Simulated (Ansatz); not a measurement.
Input and command of a plane-wave DFT calculation in Ansatz:

```yaml
crystal:
  lattice:
    - [4.025782996, 0.0, 0.0]
    - [0.0, 4.025782996, 0.0]
    - [0.0, 0.0, 4.025782996]
  atoms:
    - { symbol: Ti, position: [0.0, 0.0, 0.0] }
    - { symbol: Al, position: [0.5, 0.5, 0.0] }
    - { symbol: Al, position: [0.5, 0.0, 0.5] }
    - { symbol: Al, position: [0.0, 0.5, 0.5] }
basis:
  ecutwfc: 420
kpoints:
  mp_grid: { grid: [10, 10, 10] }
hamiltonian:
  xc: pbesol
scf:
  occupations: { method: gaussian, width: 0.1 }
output:
  forces: true
  stress: true
  eigenvalues: true
```

```bash
ansatz run input.yaml --threads 1 --pin off --max-ram 2560MiB --backend cpu --events-out ev --progress --plain --runs-dir out
```

Processor: Intel(R) Xeon(R) Platinum 8259CL CPU @ 2.50GHz (Skylake/Cascade Lake), 1 thread, on a host shared with other jobs.

Task: How long does it run, and how much memory does it take?

Result: About 5.2 s on 1 thread of Intel(R) Xeon(R) Platinum 8259CL CPU @ 2.50GHz (Skylake/Cascade Lake), on a shared host, peak memory 0.4 GiB. It solves 15 bands at 56 k points (the mesh reduced by the symmetry that the task leaves, which can be less than the crystal's) with about 1309 plane waves, in 6 SCF iterations.
